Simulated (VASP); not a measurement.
Runs of VASP 6.6.1 on PbSe (Clausthalite). Symmetry: Fm-3m, No. 225, cubic system. The conventional cell has a = 6.121 Å, b = 6.121 Å, c = 6.121 Å, α = 90.00°, β = 90.00°, γ = 90.00°. Pb (site symmetry m-3m) is surrounded by 6 Se at 3.06 Å. Se (site symmetry m-3m) is surrounded by 6 Pb at 3.06 Å. 

```csv
task,level,cell,k mesh,cutoff (eV),grid for exact exchange (PRECFOCK),exchange at q = 0,mesh quality,gap on the mesh (eV),pressure (GPa),relaxed volume (Å³/atom)
band structure,MS2,as given,8 × 8 × 8,520,-,-,not flagged,0.37,0.4,-
relaxation of cell and atoms,TPSS,relaxed,8 × 8 × 8,600,-,-,not flagged,0.45,0.0,(a)
band structure,SCAN0,as given,4 × 4 × 4,520,Fast,truncated,coarse,1.47,0.6,-
relaxation of cell and atoms,revTPSS,relaxed,8 × 8 × 8,600,-,-,not flagged,0.39,0.0,29.31
band structure,revTPSS,as given,8 × 8 × 8,520,-,-,not flagged,(b),1.1,-
```

Alike in all rows: potentials or basis VASP PAW PBE potentials, release 64 (Pb_d, Se); no spin polarisation; smearing fermi-dirac 0.05 eV.

Task: Fill in the values left out.

Result: (a) 29.74; (b) 0.31.

Caveats: some runs use coarse meshes; the PAW data sets were made with another functional, which shifts forces and pressure a little; spin-orbit coupling is left out, which as a rule narrows the gap of such compounds by several tenths of an eV.

A k mesh can miss the band edges, and the runs leave out spin-orbit coupling on Pb, Se.

Runs at the PBE level aren't shown here.
